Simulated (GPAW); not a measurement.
Input of a GPAW 26.7.0 run:

run.py

```python
from ase.dft.bandgap import bandgap
from ase.io import read, write
from ase.units import GPa
from gpaw import GPAW, PW

atoms = read('GaP.xyz')

calc = GPAW(mode=PW(600),
            xc='PBE',
            kpts={'size': (8, 8, 8), 'gamma': True},
            occupations={'name': 'methfessel-paxton', 'order': 0, 'width': 0.013000000000000001},
            nbands=11,
            convergence={'density': 1e-05, 'energy': 1e-05},
            maxiter=150,
            txt='gpaw.txt')
atoms.calc = calc
energy = atoms.get_potential_energy()
forces = atoms.get_forces()
stress = atoms.get_stress()
calc.write('gs.gpw')
write('result.traj', atoms)
print(f'Energy: {energy:.6f} eV')
print('Forces (eV/A):')
print(forces.round(4))
print('Stress (GPa):', (stress / GPa).round(3))
print('Fermi level:', round(calc.get_fermi_level(), 4), 'eV')
print(f'Gap: {bandgap(calc)[0]:.4f} eV, direct: {bandgap(calc, direct=True)[0]:.4f} eV')
```

File GaP.xyz:

```xyz
2
Lattice="0.0000000000 2.7252500000 2.7252500000 2.7252500000 0.0000000000 2.7252500000 2.7252500000 2.7252500000 0.0000000000" Properties=species:S:1:pos:R:3 pbc="T T T"
Ga     0.0000000000      0.0000000000      0.0000000000
P      4.0878750000      4.0878750000      4.0878750000
```

Potentials or basis: GPAW PAW data sets (gpaw-data 1.2.1), pw.

Run with:

```sh
$ OMP_NUM_THREADS=1 python run.py
```

Predict the band gap on the k mesh.

1.67 eV, indirect (least direct gap 1.89 eV).

Predict the pressure.

4.5 GPa.

**The experiment to reproduce.**

From “Stacking defects in GaP nanowires: Electronic structure and optical properties”, 2018, arxiv:1810.01194, for a bulk crystal of GaP at 10 K: band gap 2.34 eV (indirect).

A measured gap of GaP is 2.34 eV (indirect; 10 K; quoted in “Stacking defects in GaP nanowires: Electronic structure and optical properties”, 2018, arxiv:1810.01194); the calculated 1.67 eV misses it by -0.67 eV. Spin-orbit coupling on Ga is left out. The value is that of PBE on a finite k mesh, which can miss the band edges, without temperature or zero-point motion. Semilocal functionals fall short of measured gaps as a rule.
